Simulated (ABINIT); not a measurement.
Here is an ABINIT 10.8.3 (patched build) calculation.

Contents of run.abi:

```
pp_dirpath "./"
pseudos "As.GGA_PBE-JTH.xml, Ga.GGA_PBE-JTH.xml"

acell 3*1.0 Angstrom
rprim
     0.0000000000     2.8268500000     2.8268500000
     2.8268500000     0.0000000000     2.8268500000
     2.8268500000     2.8268500000     0.0000000000
ntypat 2
znucl 33 31
natom 2
typat 1 2
xcart
     8.0129584431     8.0129584431     8.0129584431
     0.0000000000     0.0000000000     0.0000000000

ecut 462.593566 eV
pawecutdg 34.0

kptopt 1
ngkpt 5 5 5
nshiftk 1
shiftk 0.0 0.0 0.0

ixc 11

nband 18
occopt 3
tsmear 0.05 eV

nstep 100
tolvrs 1.0e-9

iomode 3
prtwf 0
prtden 0
prteig 0
prtebands 0
prtvol 2
```

Potentials or basis: JTH PAW PBE v2.0.

Launch:

```sh
$ abinit run.abi > log 2>&1
```

**Question.** Predict the band gap on the k mesh.

**Answer.** 0.50 eV, direct.

**Question.** Predict the pressure.

**Answer.** 3.3 GPa.

**The experiment to reproduce.**

From “Evidence of valence band perturbations in GaAsN/GaAs(001): A combined variable-angle spectroscopic ellipsometry and modulated photoreflectance investigation”, 2008, arxiv:0805.2212, for a bulk crystal of GaAs at 300 K: band gap 1.418 ± 0.005 eV (direct).

Against the measured gap of GaAs, 1.418 eV (direct; 300 K; “Evidence of valence band perturbations in GaAsN/GaAs(001): A combined variable-angle spectroscopic ellipsometry and modulated photoreflectance investigation”, 2008, arxiv:0805.2212), the calculated 0.50 eV is off by -0.91 eV. 3 values of this kind are on record (1.412 to 1.51 eV); this one was drawn at random among those near their median, those with a stated uncertainty first. Spin-orbit coupling on As, Ga is left out. The value is that of PBE, without temperature or zero-point motion. Semilocal functionals fall short of measured gaps as a rule.
